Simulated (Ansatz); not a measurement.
**Pb: convergence with LAPW's basis error target**

How much do the results for Pb depend on LAPW's basis error target?

Method: DFT, PBE, all-electron LAPW, scalar-relativistic, in Ansatz 0.2.0.

## 1. The starting structure

The structure is hexagonal, space group P6_3/mmc (No. 194). The conventional cell has a = 3.480 Å, b = 3.480 Å, c = 5.590 Å, α = 90.00°, β = 90.00°, γ = 120.00°. Pb (site symmetry -6m2) has 12 Pb at 3.44 to 3.48 Å as nearest neighbours.

Coordinates:

```
CELL_PARAMETERS angstrom
3.48000 0.00000 0.00000
-1.74000 3.01377 0.00000
0.00000 0.00000 5.59000
ATOMIC_POSITIONS crystal
Pb 0.33333 0.66667 0.25000
Pb 0.66667 0.33333 0.75000
```

The geometry is a database entry used as it stands. It may stem from high pressure or temperature, or be incomplete, so it serves as a test cell.

Atoms are numbered in the order of the input: Pb1, Pb2.

## 2. With basis error target 0.03 eV/atom

Contents of input.yaml:

```yaml
crystal:
  lattice:
    - [3.4800006906, 0.0, 0.0]
    - [-1.7400003453, 3.0137690032, 0.0]
    - [0.0, 0.0, 5.59]
  atoms:
    - { symbol: Pb, position: [0.3333333333, 0.6666666667, 0.25] }
    - { symbol: Pb, position: [0.6666666667, 0.3333333333, 0.75] }
kpoints:
  mp_grid: { grid: [12, 12, 7] }
scf:
  occupations: { method: fermi_dirac, width: 0.05 }
hamiltonian:
  xc: pbe
  pseudopotentials: { kind: all_electron, lapw: { basis_error: 0.03 } }
output:
  forces: true
  stress: true
  eigenvalues: true
```

## 3. With basis error target 0.01 eV/atom

Edit input.yaml of step 2 so:

```diff
@@ -14,3 +14,3 @@
   xc: pbe
-  pseudopotentials: { kind: all_electron, lapw: { basis_error: 0.03 } }
+  pseudopotentials: { kind: all_electron, lapw: { basis_error: 0.01 } }
 output:
```

## 4. With basis error target 0.003 eV/atom

Edit input.yaml of step 3 so:

```diff
@@ -14,3 +14,3 @@
   xc: pbe
-  pseudopotentials: { kind: all_electron, lapw: { basis_error: 0.01 } }
+  pseudopotentials: { kind: all_electron, lapw: { basis_error: 0.003 } }
 output:
```

## 5. With basis error target 0.0001 eV/atom

Edit input.yaml of step 4 so:

```diff
@@ -14,3 +14,3 @@
   xc: pbe
-  pseudopotentials: { kind: all_electron, lapw: { basis_error: 0.003 } }
+  pseudopotentials: { kind: all_electron, lapw: { basis_error: 0.0001 } }
 output:
```

(Steps that only read results are left out.)

Before running it: what results should come out? Wanted: energy error of the loosest run; pressure, lowest to highest.

**Answer**, as computed:

| quantity | value |
| --- | --- |
| energy error of the loosest run (LAPW) | 5.9 meV/atom |
| within 1 meV/atom from | basis error target 0.003 |
| pressure, lowest to highest (LAPW) | 3.98 to 4.04 GPa |

In words: At the loosest setting in the table the energy misses the tightest run by 5.9 meV/atom; from basis error target 0.003 on, all lie within 1 meV/atom of it. The energy falls at every step, as a growing basis should make it. The pressure spans 0.06 GPa (LAPW). The tightest run took 33 s against 12 s for the loosest. Spin-orbit coupling is left out, though the cell holds Pb; in elements this heavy it can shift bands and gaps by tenths of an eV.
